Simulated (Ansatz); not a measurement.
The system is Sb.

```
CELL_PARAMETERS angstrom
3.12240 0.00000 0.00000
0.00000 4.34752 0.00000
-0.03891 0.00000 4.40585
ATOMIC_POSITIONS crystal
Sb 0.01139 0.25000 0.24117
Sb 0.98861 0.75000 0.75883
```

This isn't the form of Sb at room conditions, which is rhombohedral.

- Program: Ansatz 0.2.0
- Task: relaxation of cell and atoms
- Functional: PBE
- Dispersion: D3(BJ)-ATM
- Potentials or basis: Ansatz PAW
- Cutoff: 420 eV (not typed: the program's choice for these potentials)
- k mesh: 9 × 6 × 6
- Occupations: fermi-dirac, width 0.05 eV
- Spin: no spin polarisation

At the start: volume 29.90 Å³/atom.

**Question.** How do energy, volume and symmetry change on relaxing?

**Answer.** It ends after 9 steps and the volume is 28.75 Å³/atom (-3.9 %); space group Cmmm (No. 65, to 0.05 Å).

Step by step:
```csv
step,energy change (eV),largest force (eV/Å),volume (Å³)
1,0.0000,0.0575,59.81
2,-0.0124,0.0956,56.47
3,-0.0178,0.0587,57.61
4,-0.0192,0.0018,57.53
5,-0.0193,0.0009,57.51
6,-0.0194,0.0017,57.49
7,-0.0195,0.0038,57.48
8,-0.0195,0.0014,57.49
9,-0.0190,0.0014,57.49
```

Final structure:
```cif
data_structure
_symmetry_space_group_name_H-M 'P 1'
_symmetry_Int_Tables_number 1
_cell_length_a 3.0776
_cell_length_b 4.3042
_cell_length_c 4.3402
_cell_angle_alpha 90.000
_cell_angle_beta 90.026
_cell_angle_gamma 90.000
_cell_volume 57.49
loop_
_atom_site_label
_atom_site_type_symbol
_atom_site_fract_x
_atom_site_fract_y
_atom_site_fract_z
_atom_site_occupancy
Sb1 Sb 0.00031 0.25000 0.24993 1
Sb2 Sb 0.99969 0.75000 0.75007 1
```

Caveat: the plane-wave basis is chosen anew once the cell has moved, so the energies of steps on either side of that aren't comparable; pairwise dispersion overbinds metals, which lowers pressure and volume.
